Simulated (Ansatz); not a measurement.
Input, command and steps of an Ansatz relaxation.

```yaml
crystal:
  lattice:
    - [5.0373152865, 0.0, 0.0]
    - [-2.5186576433, 4.362443005, 0.0]
    - [0.0, 0.0, 4.0930076563]
  atoms:
    - { symbol: Al, position: [0.6666666667, 0.3333333333, 0.25] }
    - { symbol: Al, position: [0.3333333333, 0.6666666667, 0.75] }
    - { symbol: Cu, position: [0.3309384104, 0.1654692052, 0.75] }
    - { symbol: Cu, position: [0.8345307948, 0.1654692052, 0.75] }
    - { symbol: Cu, position: [0.8345307948, 0.6690615896, 0.75] }
    - { symbol: Cu, position: [0.6690615896, 0.8345307948, 0.25] }
    - { symbol: Cu, position: [0.1654692052, 0.8345307948, 0.25] }
    - { symbol: Cu, position: [0.1654692052, 0.3309384104, 0.25] }
basis:
  ecutwfc: 500
kpoints:
  mp_grid: { grid: [12, 12, 8] }
hamiltonian:
  xc: r2scan
scf:
  occupations: { method: gaussian, width: 0.1 }
output:
  forces: true
  stress: true
  eigenvalues: true
  write_density: true
  write_potential: true
  elf: true
  volumetric_format: npy
relax:
  adjacent_minimum: "off"
  f_tol: 0.008
  max_steps: 50
  cell: { stress_tol: 0.08, p_target: 12.0 }
```

```bash
ansatz run input.yaml --threads 2 --pin off --max-ram 5120MiB --backend cpu --events-out ev --progress --plain --runs-dir out
```

Method: Ansatz 0.2.0, DFT r2SCAN, scalar-relativistic, plane waves, PAW.

Of 4 frames 3 are shown, positions in Å and forces in eV/Å; the SCF threshold varies from step to step. Steps run on the plane waves of an earlier cell, with a Pulay correction in the pressure. The basis is chosen afresh for the last frame, the zero of the energies, and at times for earlier ones too; energy and pressure can step there, also at an unchanged geometry. Where two frames share a geometry here, they differ by under 2 meV/atom and 0.3 GPa. The relaxation lowers the enthalpy F + PV at the target pressure, so the free energy itself can rise.

```xyz
8
Lattice="5.0373 0.0000 0.0000 -2.5187 4.3624 0.0000 0.0000 0.0000 4.0930" Properties=species:S:1:pos:R:3:forces:R:3 pbc="T T T" step=1 free_energy_over_end_meV_per_atom=1.76 pressure_GPa=12.42
Al    2.5187    1.4541    1.0233    0.0000    0.0000    0.0000
Al    0.0000    2.9083    3.0698    0.0000    0.0000    0.0000
Cu    1.2503    0.7218    3.0698    0.0168    0.0097    0.0000
Cu    3.7870    0.7218    3.0698   -0.0168    0.0097    0.0000
Cu    2.5187    2.9187    3.0698    0.0000   -0.0194    0.0000
Cu    1.2684    3.6406    1.0233   -0.0168   -0.0097    0.0000
Cu   -1.2684    3.6406    1.0233    0.0168   -0.0097    0.0000
Cu    0.0000    1.4437    1.0233    0.0000    0.0194    0.0000
8
Lattice="5.0392 0.0000 0.0000 -2.5196 4.3641 0.0000 0.0000 0.0000 4.0949" Properties=species:S:1:pos:R:3:forces:R:3 pbc="T T T" step=2 free_energy_over_end_meV_per_atom=0.71 pressure_GPa=12.17
Al    2.5196    1.4547    1.0237    0.0000    0.0000    0.0000
Al    0.0000    2.9094    3.0711    0.0000    0.0000    0.0000
Cu    1.2511    0.7223    3.0711    0.0104    0.0060    0.0000
Cu    3.7881    0.7223    3.0711   -0.0104    0.0060    0.0000
Cu    2.5196    2.9194    3.0711    0.0000   -0.0120    0.0000
Cu    1.2685    3.6418    1.0237   -0.0104   -0.0060    0.0000
Cu   -1.2685    3.6418    1.0237    0.0104   -0.0060    0.0000
Cu    0.0000    1.4447    1.0237    0.0000    0.0120    0.0000
8
Lattice="5.0404 0.0000 0.0000 -2.5202 4.3651 0.0000 0.0000 0.0000 4.0963" Properties=species:S:1:pos:R:3:forces:R:3 pbc="T T T" step=4 free_energy_over_end_meV_per_atom=0.00 pressure_GPa=12.00
Al    2.5202    1.4550    1.0241    0.0000    0.0000    0.0000
Al    0.0000    2.9101    3.0723    0.0000    0.0000    0.0000
Cu    1.2519    0.7228    3.0723    0.0012    0.0007    0.0000
Cu    3.7885    0.7228    3.0723   -0.0012    0.0007    0.0000
Cu    2.5202    2.9195    3.0723    0.0000   -0.0014    0.0000
Cu    1.2683    3.6423    1.0241   -0.0012   -0.0007    0.0000
Cu   -1.2683    3.6423    1.0241    0.0012   -0.0007    0.0000
Cu    0.0000    1.4456    1.0241    0.0000    0.0014    0.0000
```

It took 4.7 min on 2 threads of Intel(R) Xeon(R) Processor @ 2.50GHz (Skylake/Cascade Lake), on a shared host, peak memory 0.99 GiB.